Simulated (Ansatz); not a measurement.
BN: ideal shear of a crystal plane

Level of theory: Ansatz 0.2.0, DFT PBE, scalar-relativistic, plane waves, PAW. Settings: plane waves to 420 eV, k-mesh 10×10×2 (Γ-centred), Gaussian smearing 0.05 eV. No spin polarisation. Energies are free energies at this smearing, counted from the undisturbed cell; pressure is positive in compression.

Zero of the scan (relaxed at this level):

```
B N
1.0
     1.81235   -1.81235    0.00000
     1.81235    0.00000   -1.81235
     7.24939    7.24939    7.24939
B N
6 6
Cartesian
  2.8693 2.8693 2.8693
  2.8693 1.0570 1.0570
  6.4940 2.8693 2.8693
  6.4940 6.4940 6.4940
  6.4940 4.6817 4.6817
  2.8693 -0.7554 -0.7554
  5.5878 1.9631 1.9631
  1.9631 1.9631 1.9631
  5.5878 3.7755 3.7755
  9.2125 5.5878 5.5878
  5.5878 5.5878 5.5878
  1.9631 0.1508 0.1508
```

The cut lies on the cell's a–b face, a (1 -1 1) plane (indices in the standard cell, whose axes needn't be the Cartesian ones shown) of area 5.69 Å², between layers 1.57 Å apart. Vector c is tilted by f times 1·a + 1·b (length 4.439 Å) with the atoms' Cartesian places fixed: one unrelaxed fault a cell. The traction is dγ/du, the slope of γ against the slip u in Å.

```csv
f,γ (mJ/m²),traction (GPa)
0.0000,0,0.0
0.0833,1235,67.1
0.1667,4789,118.7
0.2500,9273,109.5
0.3333,11571,0.1
0.4167,9937,-65.2
0.5000,7864,-39.4
0.5833,7181,-0.1
0.6667,7357,0.0
0.7500,6527,-49.9
0.8333,3870,-83.7
0.9167,1112,-57.3
```

Read off the first barrier and the stress needed to climb it, and compare with Frenkel's sinusoid.

The first sampled maximum lies at f = 0.333, a slip of 1.48 Å, with γ ≈ 11571 mJ/m², which stands in for the unstable fault energy γ_us, and the steepest sampled slope before it is 118.7 GPa. A sinusoid γ = γ_us sin²(πu/λ) with its maximum there has λ = 2.96 Å and a largest slope πγ_us/λ = 122.8 GPa (1 mJ/m² per Å = 0.01 GPa). The stand-in is too high: a rotation axis of order three or more passes through this point, so the curvature is the same in every direction of the plane and the point is a peak of the γ-surface, which slip goes round.

Is there a metastable fault on this line?

The samples dip to a local minimum of 7181 mJ/m² at f = 0.583. It lies off the rotation axes, between two maxima that lie on them, so it is most likely the pass between two peaks of the γ-surface: a saddle for slip across the line, a better estimate of γ_us, and no metastable fault.

The cut is rigid; relaxing the faces lowers these energies and usually the stresses.

Cost: 12 runs of about 1.6 core-minutes in all, on Intel Xeon Platinum 8488C (Sapphire Rapids) (shared hosts).